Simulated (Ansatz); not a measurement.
Runs of Ansatz 0.2.0 on Re. The structure is hexagonal, space group P6_3/mmc (No. 194). Conventional cell: a = 2.766 Å, b = 2.766 Å, c = 8.939 Å, α = 90.00°, β = 90.00°, γ = 120.00°. Re (site symmetry -6m2) is surrounded by 12 Re at 2.75 to 2.77 Å. Re (site symmetry -3m) has 12 Re at 2.75 to 2.77 Å as nearest neighbours. 

```csv
task,level,k mesh,cutoff (eV),points for each segment of the path,atoms under strain,gap on the mesh (eV),pressure (GPa)
band structure,r2SCAN,11 × 11 × 3,500,14,-,none,(a)
elastic constants,r2SCAN,9 × 9 × 3,500,-,clamped,none,-3.1
single point,PBE,8 × 8 × 3,420,-,-,none,3.6
band structure,RPBE,11 × 11 × 3,420,14,-,none,7.2
band structure,PBEsol,11 × 11 × 3,420,14,-,none,(b)
single point,PBE,11 × 11 × 3,300,-,-,none,3.1
band structure,PBE,11 × 11 × 3,420,14,-,none,3.3
```

Alike in all rows: potentials or basis Ansatz PAW; no spin polarisation; cell as given; smearing fermi-dirac 0.05 eV.

Fill in the values left out.

(a) -3.2; (b) -6.8.

Caveats: spin-orbit coupling is left out, which moves the levels of the heavy elements (some runs); the PAW data sets come from PBE, with cores solved anew for the run's functional, which leaves a small shift of forces and pressure (some runs); the cell is more than 3 GPa from zero pressure, which shifts response properties (some runs); elastic constants of metals need much finer meshes, so these are rough (some runs); the pressure holds a Pulay correction of +11.4 GPa for the finite cutoff (some runs); the cutoff lies under the one recommended for these potentials (some runs).

A k mesh can miss the band edges, and the runs leave out spin-orbit coupling on Re.

A gap of «none» marks a metal or a gap under the smearing width.
